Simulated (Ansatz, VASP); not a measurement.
## Two plane-wave programs on CdF2

File INCAR:

```
SYSTEM = CdF2
PREC     = Accurate       ! precision mode
ENCUT    = 520            ! plane-wave cutoff, eV
EDIFF    = 1E-6           ! SCF threshold, eV
ISMEAR   = 0              ! smearing method
SIGMA    = 0.05           ! smearing width, eV
LREAL    = .FALSE.        ! projectors in reciprocal space
LASPH    = .TRUE.         ! aspherical terms in the spheres
NELM     = 100            ! most SCF steps
ALGO     = Normal         ! electronic algorithm
ISIF     = 2              ! what is computed and relaxed
LWAVE    = .FALSE.        ! write WAVECAR
LCHARG   = .FALSE.        ! write CHGCAR
GGA      = CA             ! functional
NBANDS   = 20             ! bands
```

Contents of KPOINTS:

```
Automatic mesh
0
G
  8 8 8
  0 0 0
```

File POSCAR:

```
CdF2
1.0
    0.0000000000      2.6940000000      2.6940000000
    2.7950250000      0.0000000000      2.6940000000
    2.7950250000      2.6940000000      0.0000000000
Cd F
1 2
Direct
    0.0000000000      0.0000000000      0.0000000000
    0.2500000000      0.2500000000      0.2500000000
    0.7500000000      0.7500000000      0.7500000000
```

Input for Ansatz:

```yaml
crystal:
  lattice:
    - [0.0, 2.694, 2.694]
    - [2.795025, 0.0, 2.694]
    - [2.795025, 2.694, 0.0]
  atoms:
    - { symbol: Cd, position: [0.0, 0.0, 0.0] }
    - { symbol: F, position: [0.25, 0.25, 0.25] }
    - { symbol: F, position: [0.75, 0.75, 0.75] }
basis:
  ecutwfc: 420
kpoints:
  mp_grid: { grid: [8, 8, 8] }
hamiltonian:
  xc: lda
scf:
  occupations: { method: gaussian, width: 0.05 }
output:
  forces: true
  stress: true
  eigenvalues: true
```

Change from the starting cell: strain +0.0375 x Voigt [1, 0, 0, 0, 0, 0], atoms carried along.

Alike in both runs: task single point; functional LDA; k mesh 8 × 8 × 8; occupations gaussian, width 0.05 eV; no spin polarisation.

|  | VASP | Ansatz |
| --- | --- | --- |
| version | VASP 6.6.1 | Ansatz 0.2.0 |
| potentials or method | VASP PAW LDA potentials, release 64 (Cd, F) | scalar-relativistic, plane waves, PAW |
| plane-wave cutoff (eV) | 520 | 420 |
| valence electrons in the cell | 26 | 34 |

VASP gave:

| Quantity | Value |
| --- | --- |
| gap on the k mesh at the Fermi level (eV) | 2.62 |
| least direct gap on the mesh (eV) | 3.12 |
| pressure (GPa) | -8.2 |
| largest component of the traceless stress (GPa) | 2.66 |

Which values does Ansatz return?

gap on the k mesh at the Fermi level (eV): 2.63; least direct gap on the mesh (eV): 3.13; pressure (GPa): -9.0; largest component of the traceless stress (GPa): 2.71.

The two sets of potentials don't hold the same shells in valence.

A k mesh can miss the band edges.
